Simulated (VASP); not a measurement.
# AlN (P6_3mc) in VASP: further runs

Runs on AlN. Level: PBEsol. Tasks: single point.

All numbers are computed with VASP 6.6.1; they aren't measurements. Logs are shortened: lines on timing, memory, paths and dates and some standing lists are left out, and cuts for length are marked.

**The experiment to reproduce.**

From “Structural and optical properties of self-assembled AlN nanowires grown on SiO2/Si substrates by molecular beam epitaxy”, 2024, arxiv:2402.00216, for a bulk crystal of AlN at 0 K: band gap 6.0343 eV (an exciton energy, a little under the gap).

The runs below are set against these values where they give the same quantity.

## (1) The crystal as given

The structure is hexagonal, space group P6_3mc (No. 186). The conventional cell has a = 3.113 Å, b = 3.113 Å, c = 4.982 Å, α = 90.00°, β = 90.00°, γ = 120.00°. Around Al (site symmetry 3m) lie 4 N at 1.89 to 1.90 Å. N (site symmetry 3m) is surrounded by 4 Al at 1.89 to 1.90 Å.

The cell is a database's computed one.

## (2) Single point, PBEsol

File INCAR:

```
SYSTEM = AlN
PREC = Accurate
ENCUT = 700
EDIFF = 1E-6
ISMEAR = 0
SIGMA = 0.02
LREAL = .FALSE.
LASPH = .TRUE.
NELM = 60
ALGO = Normal
ISIF = 2
LWAVE = .FALSE.
LCHARG = .FALSE.
GGA = PS
```

File KPOINTS:

```
Automatic mesh
0
G
  9 9 6
  0 0 0
```

File POSCAR:

```
AlN
1.0
    3.1129900000      0.0000000000      0.0000000000
   -1.5565000000      2.6959300000      0.0000000000
    0.0000000000      0.0000000000      4.9820300000
Al N
2 2
Direct
    0.6666700000      0.3333300000      0.4990000000
    0.3333300000      0.6666700000      0.9990000000
    0.6666700000      0.3333300000      0.8810000000
    0.3333300000      0.6666700000      0.3810000000
```

Potentials or basis: VASP PAW PBE potentials, release 64 (Al, N).

The run is started by

```bash
$ cat potpaw_PBE.64/Al/POTCAR potpaw_PBE.64/N/POTCAR > POTCAR
$ mpirun -np 1 vasp_std > vasp.out
```

OUTCAR:

```text
SYSTEM = AlN
   PREC = Accurate
   ENCUT = 700
   EDIFF = 1E-6
   ISMEAR = 0
   LREAL = .FALSE.
   LASPH = .TRUE.
   NELM = 60
   ISIF = 2
   GGA = PS

 ion  position               nearest neighbor table
   1  0.667  0.333  0.499-   4 1.89   4 1.89   4 1.89   3 1.90   2 3.07   2 3.07   2 3.07   2 3.07
                             2 3.07   2 3.07
   2  0.333  0.667  0.999-   3 1.89   3 1.89   3 1.89   4 1.90   1 3.07   1 3.07   1 3.07   1 3.07
                             1 3.07   1 3.07
   3  0.667  0.333  0.881-   2 1.89   2 1.89   2 1.89   1 1.90
   4  0.333  0.667  0.381-   1 1.89   1 1.89   1 1.89   2 1.90

  LATTYP: Found a hexagonal cell.
 ALAT       =     3.1129900000
 C/A-ratio  =     1.6004002583

  Lattice vectors:

 A1 = (   3.1129900000,   0.0000000000,   0.0000000000)
 A2 = (  -1.5565000000,   2.6959300000,   0.0000000000)
 A3 = (   0.0000000000,   0.0000000000,   4.9820300000)

Analysis of symmetry for initial positions (statically):
=====================================================================
 Subroutine PRICEL returns:
 Original cell was already a primitive cell.

 Routine SETGRP: Setting up the symmetry group for a
 hexagonal supercell.

 Subroutine GETGRP returns: Found  4 space group operations
 (whereof  2 operations were pure point group operations)
 out of a pool of 24 trial point group operations.

The static configuration has the point symmetry C_1h.
 The point group associated with its full space group is C_2v.

Analysis of symmetry for dynamics (positions and initial velocities):
=====================================================================
 Subroutine PRICEL returns:
 Original cell was already a primitive cell.

 Routine SETGRP: Setting up the symmetry group for a
 hexagonal supercell.

 Subroutine GETGRP returns: Found  4 space group operations
 (whereof  2 operations were pure point group operations)
 out of a pool of 24 trial point group operations.

The dynamic configuration has the point symmetry C_1h.
 The point group associated with its full space group is C_2v.

 Subroutine INISYM returns: Found  4 space group operations
 (whereof  2 operations are pure point group operations),
 and found     1 'primitive' translations

----------------------------------------------------------------------------------------

                                     Primitive cell

  volume of cell :      41.8112

  direct lattice vectors                    reciprocal lattice vectors
     3.112990000  0.000000000  0.000000000     0.321234569  0.185465352  0.000000000
    -1.556500000  2.695930000  0.000000000     0.000000000  0.370929512  0.000000000
     0.000000000  0.000000000  4.982030000     0.000000000  0.000000000  0.200721393

  length of vectors
     3.112990000  3.112993867  4.982030000     0.370929973  0.370929512  0.200721393

  position of ions in fractional coordinates (direct lattice)
     0.666670000  0.333330000  0.499000000
     0.333330000  0.666670000  0.999000000
     0.666670000  0.333330000  0.881000000
     0.333330000  0.666670000  0.381000000

  ion indices of the primitive-cell ions
   primitive index   ion index
                 1           1
                 2           2
                 3           3
                 4           4

----------------------------------------------------------------------------------------

 KPOINTS: Automatic mesh

Automatic generation of k-mesh.
 Grid dimensions read from file:
 generate k-points for:    9    9    6

 Generating k-lattice:

  Cartesian coordinates                     Fractional coordinates (reciprocal lattice)
     0.035692730  0.020607261  0.000000000     0.111111111  0.000000000  0.000000000
     0.000000000  0.041214390  0.000000000     0.000000000  0.111111111  0.000000000
     0.000000000  0.000000000  0.033453565     0.000000000  0.000000000  0.166666667

  Length of vectors
     0.041214441  0.041214390  0.033453565

  Shift w.r.t. Gamma in fractional coordinates (k-lattice)
     0.000000000  0.000000000  0.000000000

 Subroutine IBZKPT returns following result:
 ===========================================

 Found    100 irreducible k-points:

 Following reciprocal coordinates:
            Coordinates               Weight
  0.000000  0.000000  0.000000      1.000000
  0.111111  0.000000  0.000000      4.000000
 -0.111111  0.111111  0.000000      2.000000
  0.222222  0.000000  0.000000      4.000000
 -0.222222  0.222222  0.000000      2.000000
  0.333333  0.000000  0.000000      4.000000
[... 16 lines left out ...]
 -0.222222 -0.444444  0.000000      4.000000
  0.444444  0.333333  0.000000      4.000000
 [... further k-points ...]
   k-points           NKPTS =    100   k-points in BZ     NKDIM =    100   number of bands    NBANDS=     12
   number of dos      NEDOS =    301   number of ions     NIONS =      4
   total plane-waves  NPLWV =  37632
   dimension x,y,z NGX =    28 NGY =   28 NGZ =   48
   dimension x,y,z NGXF=    56 NGYF=   56 NGZF=   96
   ions per type =               2   2
   NGX,Y,Z   is equivalent  to a cutoff of  14.95, 14.95, 16.02 a.u.
   NGXF,Y,Z  is equivalent  to a cutoff of  29.91, 29.91, 32.03 a.u.
 SYSTEM =  AlN
   PREC   = accura    normal or accurate (medium, high low for compatibility)
   ISTART =      0    job   : 0-new  1-cont  2-samecut
   ICHARG =      2    charge: 1-file 2-atom 10-const
   ISPIN  =      1    spin polarized calculation?
   LNONCOLLINEAR =      F non collinear calculations
   LSORBIT =      F    spin-orbit coupling
   LASPH  =      T    aspherical Exc in radial PAW
   ENCUT  =  700.0 eV  51.45 Ry    7.17 a.u.   6.72  6.72 10.75*2*pi/ulx,y,z
   NELM   =     60;   NELMIN=  2; NELMDL= -5     # of ELM steps
   EDIFF  = 0.1E-05   stopping-criterion for ELM
   LREAL  =      F    real-space projection
   EDIFFG = 0.1E-04   stopping-criterion for IOM
   NSW    =      0    number of steps for IOM
   IBRION =     -1    ionic relax: 0-MD 1-quasi-New 2-CG
   NFREE  =      0    steps in history (QN), initial steepest desc. (CG)
   ISIF   =      2    stress and relaxation
   ISYM   =      2    0-nonsym 1-usesym 2-fastsym
   POTIM  = 0.5000    time-step for ionic-motion
   TEBEG  =    0.0;   TEEND  =   0.0 temperature during run
   PSTRESS=    0.0 pullay stress
   NELECT =      16.0000    total number of electrons
   NUPDOWN=      -1.0000    fix difference up-down
   EMIN   =  10.00;   EMAX   =-10.00  energy-range for DOS
   EFERMI =   0.00;   METHOD = LEGACY
   ISMEAR =     0;   SIGMA  =   0.02  broadening in eV -4-tet -1-fermi 0-gaus
   EFERMI_NEDOS =   21; number of points for ismear=-14 and -15
   IALGO  =     38    algorithm
   IMIX   =      4    mixing-type and parameters
     AMIX     =   0.40;   BMIX     =  1.00
     AMIX_MAG =   1.60;   BMIX_MAG =  1.00
  volume/ion in A,a.u.               =      10.45        70.54
  Fermi-wavevector in a.u.,A,eV,Ry     =   1.188549  2.246033 19.220268  1.412650
  Thomas-Fermi vector in A             =   2.324677
   LORBIT       =      0    0 simple, 1 ext, 2 COOP (PROOUT), +10 PAW based schemes
   GGA     = PS    functional components
   LHFCALC =     F    Hartree Fock is set to
   AEXX    =    0.0000 exact exchange contribution
   IVDW    =     0    specifies the selected vdW correction
   LEPSILON=     F    determine dielectric tensor
   LRPA    =     F    only Hartree local field effects (RPA)
 non-spin polarized calculation
 Gauss-broadening in eV      SIGMA  =   0.02
  energy-cutoff  :      700.00
  volume of cell :       41.81
 maximum number of plane-waves:      1785
   NGX = 13   NGY = 13   NGZ = 21

 number of electron      16.0000001 magnetization

 Free energy of the ion-electron system (eV)
  ---------------------------------------------------
  ext. energy  EPLUGINS =         0.00000000
  ---------------------------------------------------
  free energy    TOTEN  =       -31.32260925 eV

  energy without entropy =      -31.32260925  energy(sigma->0) =      -31.32260925

 E-fermi :   6.2014     XC(G=0): -11.1034

 val. band max:        6.0594429824   @ k =   0.0000   0.0000   0.0000
 cond. band min:      10.1783727343   @ k =   0.0000   0.0000   0.0000
 fundamental gap:      4.1189297519
 Fermi energy:         6.2013901655

 k-point     1 :       0.0000    0.0000    0.0000
  band No.  band energies     occupation
      1      -9.1078      2.00000
      2      -6.9250      2.00000
      3       0.0039      2.00000
      4       5.1800      2.00000
      5       5.1801      2.00000
      6       5.8346      2.00000
      7       5.8347      2.00000
      8       6.0594      2.00000
      9      10.1784      0.00000
     10      12.6118      0.00000
     11      16.5593      0.00000
     12      17.0814      0.00000

 k-point     2 :       0.1111    0.0000    0.0000
  band No.  band energies     occupation
      1      -8.9496      2.00000
      2      -6.8360      2.00000
      3       0.1917      2.00000
      4       4.4678      2.00000
      5       4.9803      2.00000
      6       5.1503      2.00000
      7       5.8078      2.00000
      8       5.9878      2.00000
      9      10.8684      0.00000
     10      13.2216      0.00000
     11      15.8959      0.00000
     12      16.1463      0.00000

 k-point     3 :      -0.1111    0.1111    0.0000
  band No.  band energies     occupation
      1      -8.9496      2.00000
      2      -6.8360      2.00000
      3       0.1917      2.00000
      4       4.4679      2.00000
      5       4.9802      2.00000
      6       5.1504      2.00000
      7       5.8077      2.00000
      8       5.9879      2.00000
      9      10.8684      0.00000
     10      13.2216      0.00000
     11      15.8958      0.00000
     12      16.1463      0.00000
[... 286 lines left out ...]
 k-point    23 :      -0.2222   -0.4444    0.0000
  band No.  band energies     occupation
      1      -6.9527      2.00000
      2      -6.3736      2.00000
      3       1.0670      2.00000
      4       2.0768      2.00000
      5       2.7856      2.00000
      6       2.9133      2.00000
      7       4.1007      2.00000
      8       4.2666      2.00000
      9      11.3153      0.00000
     10      13.7035      0.00000
     11      15.0657      0.00000
     12      15.8479      0.00000

 k-point    24 :       0.4444    0.3333    0.0000
  band No.  band energies     occupation
      1      -6.9528      2.00000
      2      -6.3736      2.00000
      3       1.0670      2.00000
      4       2.0769      2.00000
      5       2.7856      2.00000
      6       2.9132      2.00000
      7       4.1007      2.00000
      8       4.2666      2.00000
      9      11.3152      0.00000
     10      13.7035      0.00000
     11      15.0657      0.00000
     12      15.8480      0.00000

 [... further k-points ...]

------------------------ aborting loop because EDIFF is reached ----------------------------------------

  FORCE on cell =-STRESS in cart. coord.  units (eV):
  Direction    XX          YY          ZZ          XY          YZ          ZX
  --------------------------------------------------------------------------------------
  -------------------------------------------------------------------------------------
  Total       -0.0141378     -0.0133672     -0.0132616      0.0006673      0.0000000      0.0000000
  in kB       -0.5417493     -0.5122230     -0.5081765      0.0255719      0.0000000      0.0000000
  external PRESSURE =      -0.5207163 kB  Pullay stress =       0.0000000 kB

 VOLUME and BASIS-vectors are now :
 -----------------------------------------------------------------------------
  energy-cutoff  :      700.00
  volume of cell :       41.81
      direct lattice vectors                 reciprocal lattice vectors
     3.112990000  0.000000000  0.000000000     0.321234569  0.185465352  0.000000000
    -1.556500000  2.695930000  0.000000000     0.000000000  0.370929512  0.000000000
     0.000000000  0.000000000  4.982030000     0.000000000  0.000000000  0.200721393

 POSITION                                       TOTAL-FORCE (eV/Angst)
 -----------------------------------------------------------------------------------
      1.55651      0.89863      2.48603        -0.000456      0.000263     -0.000305
     -0.00002      1.79730      4.97705         0.000456     -0.000263     -0.000305
      1.55651      0.89863      4.38917        -0.000458      0.000264      0.000305
     -0.00002      1.79730      1.89815         0.000458     -0.000264      0.000305
 -----------------------------------------------------------------------------------
    total drift:                                0.000000      0.000000      0.000420

  FREE ENERGIE OF THE ION-ELECTRON SYSTEM (eV)
  ---------------------------------------------------
  free  energy   TOTEN  =       -31.3226092525 eV

  energy  without entropy=      -31.3226092525  energy(sigma->0) =      -31.32260925
```

Run time: 26 s. Hardware: 1 thread of Intel Xeon 6975P-C (Granite Rapids), shared host; peak memory 0.22 GiB.

What came out:

* Free energy: -31.3226 eV
* Pressure: -0.1 GPa
* Band gap on the k mesh: 4.12 eV, direct

Caveat: the PAW data sets were made with another functional, which shifts forces and pressure a little; an odd mesh through Γ misses points on the zone boundary, where band edges often lie.

## (3) Single point, PBEsol

Edit INCAR of step 2 so:

```diff
@@ -2,3 +2,3 @@
 PREC = Accurate
-ENCUT = 700
+ENCUT = 520
 EDIFF = 1E-6
```

File KPOINTS:

```
Automatic mesh
0
G
  12 12 8
  0 0 0
```

POSCAR is that of step 2.

Potentials or basis: VASP PAW PBE potentials, release 64 (Al, N).

The run is started by

```bash
$ cat potpaw_PBE.64/Al/POTCAR potpaw_PBE.64/N/POTCAR > POTCAR
$ mpirun -np 1 vasp_std > vasp.out
```

Run time: 27 s. Hardware: 1 thread of Intel Xeon 6975P-C (Granite Rapids), shared host; peak memory 0.23 GiB.

It converged, with:

* Free energy: -31.3124 eV
* Pressure: 0.1 GPa
* Band gap on the k mesh: 4.12 eV, direct

Levels at points of the mesh, in eV from the valence-band top:
```tsv
k point	band 5	band 6	band 7	band 8	band 9	band 10	band 11	band 12
(0.00, 0.00, 0.00)	-0.88	-0.22	-0.22	0.00	4.12	6.55	10.50	11.02
(0.50, 0.00, 0.00)	-3.38	-2.12	-1.81	-0.70	5.67	5.67	8.07	10.16
(0.50, 0.50, 0.00)	-3.38	-2.12	-1.81	-0.70	5.67	5.67	8.07	10.16
(0.00, 0.00, 0.50)	-0.56	-0.56	-0.56	-0.56	6.37	6.37	10.20	10.20
(0.50, 0.00, 0.50)	-1.49	-1.49	-1.38	-1.38	5.17	5.17	9.12	9.12
(0.50, 0.50, 0.50)	-1.49	-1.49	-1.38	-1.38	5.17	5.17	9.12	9.12
```

Caveat: the PAW data sets were made with another functional, which shifts forces and pressure a little.

## (4) Against experiment

Step 2. The gap isn't set beside the measured one, since this odd mesh misses points on the zone boundary.

Step 3. Measured gap of AlN: 6.0343 eV (an exciton energy, a little under the gap; 0 K; quoted in “Structural and optical properties of self-assembled AlN nanowires grown on SiO2/Si substrates by molecular beam epitaxy”, 2024, arxiv:2402.00216). This calculation gives 4.12 eV (-1.92 eV). 2 values of this kind are on record (6.034 to 6.0343 eV); this one was drawn at random. The value is that of PBEsol on a finite k mesh, which can miss the band edges, without temperature or zero-point motion. Semilocal functionals fall short of measured gaps as a rule. The cell is a database's relaxed one, not the measured one, which moves gaps too.
